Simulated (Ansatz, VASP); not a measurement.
## Cross-check of HfC (HfC strained to the junction's net) between VASP and Ansatz

One calculation is typed for both programs; each brings its own data sets. How far apart do they land? The cell is generated by rule, not measured, and may not be a known phase. The structure shown is the end of the Ansatz relaxation below.

Main program and level: Ansatz 0.2.0; plane waves, with VASP 6.6.1 beside it; single point at PBE.

The structure was built from a prototype and need not be the compound's stable phase.

## 1. The structure

The structure is trigonal, space group R-3m (No. 166). Conventional cell: a = 3.190 Å, b = 3.190 Å, c = 8.184 Å, α = 90.00°, β = 90.00°, γ = 120.00°. Nearest to Hf lie 6 C at 2.29 Å. C has 6 Hf at 2.29 Å nearest. Farther neighbours are not listed.

Structure file:

```cif
data_structure
_symmetry_space_group_name_H-M 'P 1'
_symmetry_Int_Tables_number 1
_cell_length_a 3.1900
_cell_length_b 3.1900
_cell_length_c 8.1841
_cell_angle_alpha 90.000
_cell_angle_beta 90.000
_cell_angle_gamma 120.000
_cell_volume 72.12
loop_
_atom_site_label
_atom_site_type_symbol
_atom_site_fract_x
_atom_site_fract_y
_atom_site_fract_z
_atom_site_occupancy
Hf1 Hf 0.00000 0.00000 0.00000 1
Hf2 Hf 0.66667 0.33333 0.33333 1
Hf3 Hf 0.33333 0.66667 0.66667 1
C4 C 0.33333 0.66667 0.16667 1
C5 C 0.00000 0.00000 0.50000 1
C6 C 0.66667 0.33333 0.83333 1
```

## 2. Ansatz: relaxation, PBE

Ansatz runs on its default PAW (the set named soft_2) files.

This run makes the geometry at which the two programs are then compared.

Input file input.yaml:

```yaml
crystal:
  lattice:
    - [3.19, 0.0, 0.0]
    - [-1.595, 2.7626210381, 0.0]
    - [0.0, 0.0, 8.2221510382]
  atoms:
    - { symbol: Hf, position: [0.0, 0.0, 0.0] }
    - { symbol: C, position: [0.3333333333, 0.6666666667, 0.1666666667] }
    - { symbol: Hf, position: [0.6666666667, 0.3333333333, 0.3333333333] }
    - { symbol: C, position: [0.0, 0.0, 0.5] }
    - { symbol: Hf, position: [0.3333333333, 0.6666666667, 0.6666666667] }
    - { symbol: C, position: [0.6666666667, 0.3333333333, 0.8333333333] }
kpoints:
  mp_grid: { grid: [12, 12, 4] }
scf:
  occupations: { method: fermi_dirac, width: 0.1 }
  max_iter: 150
hamiltonian:
  xc: pbe
relax:
  f_tol: 0.01
  max_steps: 40
  cell: { fix: [a, b, angles] }
```

On the command line:

```sh
$ ansatz run input.yaml --threads 4 --pin off --max-ram 16384MiB --backend cpu --events-out ev --progress --plain --runs-dir out
```

Numbers of over 12 decimals in the logs are rounded to 6 here.

The log of the run:

```text
Engine: ansatz 0.2.0, aarch64-unknown-linux-gnu
Pseudopotentials: kind: paw
Pseudopotential: Hf, paw, valence charge 26, recommended cutoff 420 eV (normal), Hf.paw.azcp
Pseudopotential: C, paw, valence charge 4, recommended cutoff 420 eV (normal), C.paw.azcp
Functional definition: PBE
  parameter kappa = 0.804
  parameter beta = 0.066725
  exchange = pbe_x(kappa = kappa, mu = beta*pi^2/3)
  correlation = pbe_c(beta = beta)
Crystal: 6 atoms, lattice volume = 72.460 Å³
Basis set: ecut = 420 eV, 1431 PW (Γ), exchange–correlation on 48×48×120 points (8 copies of the dense FFT grid, shifted against one another)
Bands: 54, of which v1, the nominal top of the filled ones, is band 45 counted from 1 (44 counted from 0)
Symmetry: 36 space group operations
Space group: R-3m (ITA 166), of the structure as read, at distance tolerance 4.2e-5 Å
k-points: 69 of 576
Non-local potential: Hf, projectors of the file, l = 0: 3, l = 1: 2, l = 2: 2, l = 3: 3
Non-local potential: C, projectors of the file, l = 0: 2, l = 1: 2, l = 2: 1
PAW form: soft (Blöchl's): semilocal exchange-correlation on the pseudo side does not see the compensation charge
PAW one-centre angular grid: Hf, 590 points (default); XC on 64 Gauss nodes
PAW one-centre angular grid: C, 110 points (default); XC on 64 Gauss nodes
Initial density: superposition of atomic densities (neutral atoms: chi_scale 0, normalization atom), corrected by the library's trained network
Initial wavefunctions: pseudopotential atomic-orbital guess
Functional: x = pbe(κ = 0.804, μ = 0.219515), c = pbe(β = 0.066725)
SCF iter   1: F=—  HF=-47922.200883 eV  |F-HF|=—  |Δ(HF+E_count)|=         —  Δρ=1.45e-3  dr2=1.17e-3  ethr=1.77e-3  ⟨swp⟩=4.9  Hψ=11095  notcnv=0  defer=7
preconditioner: auto → Kerker (q_TF=auto, 2.829 Å⁻¹)  [metal: Δε(μ)=0.111 eV  Ē_g=17.472 eV  σ=0.100 eV  W_gap=0.26  n_scr=36 (ndim 8)  ℏωp=40.0 eV  f_vac=0.000  D(μ)=0.78/eV (n_scr^D=2)]
SCF iter   2: F=—  HF=-47922.200682 eV  |F-HF|=—  |Δ(HF+E_count)|=   2.01e-4  Δρ=7.72e-4  dr2=2.47e-4  ethr=1.30e-6  ⟨swp⟩=2.2  Hψ=7342  notcnv=0  defer=25
SCF iter   3: F=—  HF=-47922.200694 eV  |F-HF|=—  |Δ(HF+E_count)|=   1.27e-5  Δρ=2.42e-4  dr2=3.16e-5  ethr=2.75e-7  ⟨swp⟩=2.0  Hψ=4373  notcnv=0  defer=25
SCF iter   4: F=—  HF=-47922.200699 eV  |F-HF|=—  |Δ(HF+E_count)|=   5.03e-6  Δρ=5.65e-5  dr2=1.82e-6  ethr=3.51e-8  ⟨swp⟩=2.2  Hψ=6254  notcnv=0  defer=25
SCF iter   5: F=—  HF=-47922.200697 eV  |F-HF|=—  |Δ(HF+E_count)|=   2.00e-6  Δρ=3.82e-5  dr2=6.73e-7  ethr=2.02e-9  ⟨swp⟩=2.5  Hψ=6962  notcnv=0  defer=25
SCF iter   6: F=-47922.200697 eV  HF=-47922.200697 eV  |F-HF|=4.50e-9  |Δ(HF+E_count)|=   3.13e-8  Δρ=7.72e-6  dr2=3.21e-8  ethr=1.11e-10  ⟨swp⟩=5.3  Hψ=18562  notcnv=0
SCF 1 converged in 6 iterations: F = -47922.200697 eV  dr2 = 3.21e-8
  greatest PAW one-centre occupation: 0.998 electrons in one spin orbital (limit 2), on the Hf atom at site 4 (counted from 0), in its partial waves of l = 0
relax step   1: F+E_penalty+E_count = -47922.20069734 eV  Δ(F+E_penalty+E_count) = +0.000e0 eV  max|allowed force component| = 4.835e-26 eV/Å  Δτ_max = 0.0000 Å  P = +10.349 GPa  Ω = 72.460 Å³  fix = [a, b, alpha, beta, gamma]  reactions: a +16.768, b +16.768 GPa  (6 SCF iters, dr2 threshold 1.00e-7 eV, accepted)
[...]
relax step   2: F+E_penalty+E_count = -47922.19956971 eV  Δ(F+E_penalty+E_count) = +1.128e-3 eV  max|allowed force component| = 1.026e-26 eV/Å  Δτ_max = 0.0000 Å  P = +13.496 GPa  Ω = 71.653 Å³  energy of the carried Pulay correction = +1.329e-3 eV  fix = [a, b, alpha, beta, gamma]  (6 SCF iters, dr2 threshold 6.00e-7 eV, rejected (line search))
[...]
relax step   3: F+E_penalty+E_count = -47922.20388854 eV  Δ(F+E_penalty+E_count) = -3.191e-3 eV  max|allowed force component| = 4.942e-29 eV/Å  Δτ_max = 0.0000 Å  P = +11.636 GPa  Ω = 72.125 Å³  energy of the carried Pulay correction = +5.505e-4 eV  fix = [a, b, alpha, beta, gamma]  reactions: a +17.468, b +17.468 GPa  (9 SCF iters, accepted)
[...]
relax step   4: F+E_penalty+E_count = -47922.20329668 eV  Δ(F+E_penalty+E_count) = +5.919e-4 eV  max|allowed force component| = 2.052e-28 eV/Å  Δτ_max = 0.0000 Å  P = +11.630 GPa  Ω = 72.125 Å³  fix = [a, b, alpha, beta, gamma]  reactions: a +17.465, b +17.465 GPa  stress off target by 4.09e-2 GPa on what of the cell is left free  SCF on the basis re-selected at this cell (its energy is not comparable with the rows above)  (5 SCF iters)
basis re-selected at this cell: Δ(F+E_penalty+E_count) = +5.919e-4 eV, ΔP = -0.006 GPa vs the last step (what re-selecting the basis moved, of the pressure what is left beyond the Pulay correction that the steps carried, after the strain that the cell walked since its last selection, with what the two solves' SCF thresholds leave and, on support functions, any second-order correction that the steps lacked; it is no m [...]
SCF converged after 5 iterations
Free energy (F): -47922.203297 eV
Harris-Foulkes:  -47922.203297 eV  (|F-HF|=2.91e-11)
Internal energy: -47922.176558 eV  (E = F + TS)
E sigma→0 (E₀):  -47922.189928 eV
Entropy (-TS):   -0.026738 eV (-4.456 meV/atom)
Fermi energy:    21.140923 eV
--- Per-component energies (eV) ---
  E_band       = 433.871207
  E_kinetic    = 1544.938892
  E_local      = -14602.060524  (includes V_loc(G=0)·N_el)
  E_nonlocal   = -3649.178720
  E_hartree    = 6941.171749
  E_xc         = -1050.349985
  E_vxc        = -985.597362  (∫ρ·V_xc dr)
  E_paw        = -21082.623187  (= ΣΔE_a)
  E_vpaw       = 4243.425087  (= ΣTr[D̂ρ^β])
  E_aug_tail   = 0.000015  (compensation charges beyond the density's cutoff)
  E_ewald      = -16024.074801
  E_smearing   = -0.026738  (= −TS)
  E_closure    = 0.000000  (closes the sum)
  Σ components = -47922.203297   (vs F -47922.203297, Δ=0.00e0)
--- Forces (eV/Å), atoms counted from 1 ---
  atom   1  Hf     0.00000000     0.00000000     0.00000000
  atom   2  C     -0.00000000     0.00000000    -0.00000000
  atom   3  Hf     0.00000000    -0.00000000    -0.00000000
  atom   4  C     -0.00000000     0.00000000    -0.00000000
  atom   5  Hf     0.00000000    -0.00000000     0.00000000
  atom   6  C      0.00000000     0.00000000    -0.00000000
  max |Σ_I F_I| component: 1.15e-28 eV/Å
--- Stress (GPa, compression-positive) ---
       17.465395      -0.000000       0.000000
       -0.000000      17.465395      -0.000000
       -0.000000      -0.000000      -0.040915
  P = ⅓ Tr σ = 11.6300 GPa (116.300 kbar)
--- Relaxed structure (3 steps of the walk, 2 accepted, 1 SCFs on fresh bases) ---
  F+E_penalty+E_count = -47922.20329668 eV   max|allowed force component| = 2.052e-28 eV/Å   (the final SCF, on the basis selected at the relaxed cell)
  cell:  # Å, volume = 72.1245 Å³
    - [3.190000, 0, 0]
    - [-1.595000, 2.762621, 0]
    - [0, 0, 8.184099]
  atoms:
    - { symbol: Hf, position: [0, 0, 0] }
    - { symbol: C, position: [0.333333, 0.666667, 0.166667] }
    - { symbol: Hf, position: [0.666667, 0.333333, 0.333333] }
    - { symbol: C, position: [0, 0, 0.5] }
    - { symbol: Hf, position: [0.333333, 0.666667, 0.666667] }
    - { symbol: C, position: [0.666667, 0.333333, 0.833333] }
```

## 3. VASP: single point, PBE

The same cell, functional, mesh and smearing now go to VASP, with its own data sets.

Lines of VASP's logs that name or quote its potential files are left out, and so is its time.

Input file INCAR:

```
SYSTEM = HfC
PREC = Accurate
ENCUT = 600
EDIFF = 1E-06
NELM = 120
ISMEAR = -1
SIGMA = 0.1
LREAL = .FALSE.
ALGO = Normal
GGA = PE
NBANDS = 27
LASPH = .TRUE.
LORBIT = 11
LWAVE = .FALSE.
LCHARG = .FALSE.
ISIF = 2
GGA_COMPAT = .FALSE.
KPAR = 2
```

Input file POSCAR:

```
HfC
1.0
    3.1900000000      0.0000000000      0.0000000000
   -1.5950000000      2.7626210381      0.0000000000
    0.0000000000      0.0000000000      8.1840985410
Hf C
3 3
Direct
    0.0000000000      0.0000000000      0.0000000000
    0.6666666667      0.3333333333      0.3333333333
    0.3333333333      0.6666666667      0.6666666667
    0.3333333333      0.6666666667      0.1666666667
    0.0000000000      0.0000000000      0.5000000000
    0.6666666667      0.3333333333      0.8333333333
```

Input file KPOINTS:

```
Automatic mesh
0
Gamma
12 12 4
0 0 0
```

Potentials, in the order of the species: Hf_pv and C (PBE family, release 64).

On the command line:

```sh
$ mpirun -np 2 vasp_std
```

The log of the run:

```text
[banner, memory and clock lines left out]
running    2 mpi-ranks, on    1 nodes
 distrk:  each k-point on    1 cores,    2 groups
 distr:  one band on    1 cores,    1 groups

 POSCAR found type information on POSCAR HfC
 POSCAR found :  2 types and       6 ions
 LDA part: xc-table for (Slater+PW92), standard interpolation
 POSCAR, INCAR and KPOINTS ok, starting setup
 FFT: planning ... GRIDC
 FFT: planning ... GRID_SOFT
 FFT: planning ... GRID
 WAVECAR not read
 entering main loop
       N       E                     dE             d eps       ncg     rms          rms(c)
DAV:   1     0.183659349197E+03    0.18366E+03   -0.25269E+04  3734   0.171E+03
DAV:   2    -0.605813322237E+02   -0.24424E+03   -0.23741E+03  4591   0.374E+02
DAV:   3    -0.721481978673E+02   -0.11567E+02   -0.11397E+02  4670   0.600E+01
DAV:   4    -0.723029824186E+02   -0.15478E+00   -0.15450E+00  4729   0.723E+00
DAV:   5    -0.723045051808E+02   -0.15228E-02   -0.15223E-02  4741   0.684E-01    0.106E+02
DAV:   6    -0.630701844078E+02    0.92343E+01   -0.65205E+01  4016   0.284E+01    0.735E+01
DAV:   7    -0.630635003307E+02    0.66841E-02   -0.44666E+00  4211   0.102E+01    0.166E+01
DAV:   8    -0.629383221121E+02    0.12518E+00   -0.62809E-01  4676   0.298E+00    0.280E+00
DAV:   9    -0.629310147946E+02    0.73073E-02   -0.62403E-02  4315   0.126E+00    0.252E+00
DAV:  10    -0.629295602780E+02    0.14545E-02   -0.89339E-03  4431   0.455E-01    0.452E-01
DAV:  11    -0.629294939783E+02    0.66300E-04   -0.44598E-04  4457   0.134E-01    0.441E-01
DAV:  12    -0.629294863974E+02    0.75808E-05   -0.56151E-05  4775   0.360E-02    0.102E-01
DAV:  13    -0.629294874975E+02   -0.11001E-05   -0.22455E-06  3778   0.886E-03    0.114E-02
DAV:  14    -0.629294875118E+02   -0.14251E-07   -0.10834E-07  2430   0.252E-03
   1 F= -.62929488E+02 E0= -.62916228E+02  d E =-.265200E-01
```

From OUTCAR (step 3):

```text
ion  position               nearest neighbor table
   1  0.000  0.000  0.000-   4 2.29   6 2.29   6 2.29   4 2.29   6 2.29   4 2.29   2 3.29   3 3.29
                             3 3.29   2 3.29   2 3.29   3 3.29
   2  0.667  0.333  0.333-   4 2.29   4 2.29   4 2.29   5 2.29   5 2.29   5 2.29   1 3.29   1 3.29
                             1 3.29   3 3.29   3 3.29   3 3.29
   3  0.333  0.667  0.667-   6 2.29   6 2.29   6 2.29   5 2.29   5 2.29   5 2.29   1 3.29   1 3.29
                             1 3.29   2 3.29   2 3.29   2 3.29
   4  0.333  0.667  0.167-   2 2.29   2 2.29   2 2.29   1 2.29   1 2.29   1 2.29
   5  0.000  0.000  0.500-   2 2.29   3 2.29   2 2.29   3 2.29   2 2.29   3 2.29
   6  0.667  0.333  0.833-   3 2.29   3 2.29   3 2.29   1 2.29   1 2.29   1 2.29

  LATTYP: Found a hexagonal cell.
 ALAT       =     3.1900000000
 C/A-ratio  =     2.5655481320

 Subroutine GETGRP returns: Found 12 space group operations
 (whereof 12 operations were pure point group operations)

The static configuration has the point symmetry D_3d.

 Found     69 irreducible k-points:

   k-points           NKPTS =     69   k-points in BZ     NKDIM =     69   number of bands    NBANDS=     27

   dimension x,y,z NGX =    28 NGY =   28 NGZ =   70
   dimension x,y,z NGXF=    56 NGYF=   56 NGZF=  140

   ENCUT  =  600.0 eV  44.10 Ry    6.64 a.u.   6.37  6.37 16.35*2*pi/ulx,y,z

   NELECT =      42.0000    total number of electrons

 k-points in reciprocal lattice and weights: Automatic mesh
   0.00000000  0.00000000  0.00000000       0.002
   0.08333333  0.00000000  0.00000000       0.010
   0.16666667  0.00000000  0.00000000       0.010
   0.25000000  0.00000000  0.00000000       0.010
   0.33333333  0.00000000  0.00000000       0.010
   0.41666667  0.00000000  0.00000000       0.010
   0.50000000  0.00000000  0.00000000       0.005
   0.08333333  0.08333333  0.00000000       0.010
   0.16666667  0.08333333  0.00000000       0.021
[...]
0.33333333  0.25000000  0.50000000       0.021
   0.33333333  0.33333333  0.50000000       0.003

 average (electrostatic) potential at core
       1 -34.9374       2 -34.9374       3 -34.9374       4 -47.2498       5 -47.2498
       6 -47.2498

 E-fermi :   6.3067

 k-point     1 :       0.0000    0.0000    0.0000
  band No.  band energies     occupation
    ...
     14       1.6130      2.00000
     15       4.0074      2.00000
     16       4.0074      2.00000
     17       4.0074      2.00000
     18       4.0074      2.00000
     19       7.1063      0.00067
     20       7.2266      0.00020
     21       7.4435      0.00002
     22       7.4435      0.00002
     23       7.9114      0.00000
    ...

 k-point     2 :       0.0833    0.0000    0.0000
  band No.  band energies     occupation
    ...
     15       3.8430      2.00000
     16       3.8834      2.00000
     17       4.1130      2.00000
     18       4.2724      2.00000
     19       6.2788      1.13883
     20       6.4808      0.29841
     21       6.8058      0.01352
     22       7.4450      0.00002
     23       8.3673      0.00000
     24       8.3942      0.00000
    ...

 k-point     3 :       0.1667    0.0000    0.0000
  band No.  band energies     occupation
    ...
     17       3.9747      2.00000
     18       4.6975      2.00000
     19       4.7702      2.00000
     20       5.4452      1.99964
     21       5.9497      1.94527
     22       7.6480      0.00000
     23       8.1725      0.00000
     24       8.9905      0.00000
     25       9.0634      0.00000
     26       9.9496      0.00000
    ...

  Total        7.6086089      7.6086089     -0.2826433     -0.0000000     -0.0000000     -0.0000000
  in kB      169.0180153    169.0180153     -6.2786518     -0.0000000     -0.0000000     -0.0000000
  external PRESSURE =     110.5857929 kB  Pullay stress =       0.0000000 kB

  energy-cutoff  :      600.00
  volume of cell :       72.12
      direct lattice vectors                 reciprocal lattice vectors
     3.190000000  0.000000000  0.000000000     0.313479624  0.180987545  0.000000000
    -1.595000000  2.762621038  0.000000000     0.000000000  0.361975090  0.000000000
     0.000000000  0.000000000  8.184098541     0.000000000  0.000000000  0.122188167

 POSITION                                       TOTAL-FORCE (eV/Angst)
 -----------------------------------------------------------------------------------
      0.00000      0.00000      0.00000         0.000000      0.000000     -0.000000
      1.59500      0.92087      2.72803         0.000000      0.000000     -0.000000
     -0.00000      1.84175      5.45607         0.000000     -0.000000     -0.000000
     -0.00000      1.84175      1.36402        -0.000000     -0.000000      0.000000
      0.00000      0.00000      4.09205         0.000000      0.000000     -0.000000
      1.59500      0.92087      6.82008        -0.000000      0.000000     -0.000000
 -----------------------------------------------------------------------------------
    total drift:                               -0.000000      0.000000      0.000000

  FREE ENERGIE OF THE ION-ELECTRON SYSTEM (eV)
  ---------------------------------------------------
  free  energy   TOTEN  =       -62.9294875118 eV

  energy  without entropy=      -62.9029675345  energy(sigma->0) =      -62.91622752

 total charge
# of ion       s       p       d       tot
------------------------------------------
    1        0.323   6.671   1.739   8.733
    2        0.323   6.671   1.739   8.733
    3        0.323   6.671   1.739   8.733
    4        0.878   1.539   0.000   2.418
    5        0.878   1.539   0.000   2.418
    6        0.878   1.539   0.000   2.418
--------------------------------------------------
tot          3.605  24.632   5.216  33.453

[... 3 further parts left out ...]
```

The run ends at a pressure of 11.06 GPa.

## 4. Differences

Known differences besides the potentials themselves: the data sets hold 90 valence electrons in Ansatz (on its default PAW (the set named soft_2) files) and 42 in VASP; the cutoff is 420 eV in Ansatz and 600 eV in VASP; Ansatz's pressure holds a Pulay correction, VASP's none. Total energies have different zeros and are not compared.

Compared:

| quantity | Ansatz | VASP | difference |
| --- | --- | --- | --- |
| pressure (GPa) | 11.63 | 11.06 | +0.57 |

## 5. Outcome

```json
{
 "difference in pressure (single point, PBE)": "0.57 GPa"
}
```

In words: The difference in pressure is 0.57 GPa (single point, PBE), within the 1 GPa picked in this series as the mark of a large difference. The data sets hold unlike numbers of valence electrons (90 in Ansatz and 42 in VASP), so part of the differences comes from the potentials. How closely two codes agree says nothing of how well the functional describes the real material.

[Lines on the potential files, build, host, timing and source positions are cut from VASP's logs without a mark.]

[Logs are printed without paths, hosts, clocks, repeated set-up lines and the standing remarks that a program may print on its own settings, such as how far it seeks lower states.]

[Hosts, paths, dates, database ids (printed as entryN), source tags and the programs' standing remarks are cut or masked in the printed files.]
